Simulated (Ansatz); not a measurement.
Computed with Ansatz, DFT PBE, scalar-relativistic, plane waves, PAW. All cells share a 420 eV cutoff and Γ-centred k meshes spaced at most about 0.3 Å⁻¹ (about 0.25 or finer for metals, 2π included). No spin polarisation.

All energies are static (0 K, no zero-point motion).

Two relaxed structures of Li₃S₂:

A.

```xyz
5
Lattice="2.0389 1.1772 5.8853 -2.0389 1.1772 5.8853 0.0000 -2.3544 5.8853" Properties=species:S:1:pos:R:3 pbc="T T T"
Li    0.0000    0.0000   10.3471
Li    0.0000    0.0000    7.3089
Li    0.0000    0.0000    0.0000
S     0.0000    0.0000    4.5741
S     0.0000    0.0000   13.0819
```

B.

```xyz
5
Lattice="4.0838 0.0000 0.0000 -2.0419 3.5367 0.0000 0.0000 0.0000 5.4998" Properties=species:S:1:pos:R:3 pbc="T T T"
Li    0.0000    0.0000    0.0000
Li    0.0000    2.3578    3.7821
Li    2.0419    1.1789    1.7178
S     0.0000    2.3578    1.2772
S     2.0419    1.1789    4.2226
```

Question: Which form is favoured at zero pressure, and by what margin per atom?

Answer: B is lower, by 96 meV/atom. A has space group R-3m (No. 166), 17.0 Å³/atom and no gap on its mesh; B has the anti-La2O3 (A sesquioxide) type, space group P-3m1 (No. 164), 15.9 Å³/atom and no gap. Counting S atoms around Li (those within 1.25 times the shortest such distance or 1.15 times the sum of covalent radii, 1.27 where that leaves under three; a plus sign parts nearer from farther groups; a slash parts the counts of unlike sites), A has Li 3+1/6 and B has Li 4+1/6. The denser one is the lower, and pressure would at first widen the difference. Both come from invented guesses. The lowest form computed isn't among them: it has space group P-1 (No. 2), 15.7 Å³/atom and lies 53 meV/atom below the best shown.

In R-3m, P-3m1 an odd number of electrons in the primitive cell allows no gap without spin; a larger cell or a magnetic state could open one. Cells relaxed within their symmetry can be saddle points. Some types were kept out of the candidates beforehand, so the set may lack a known form.
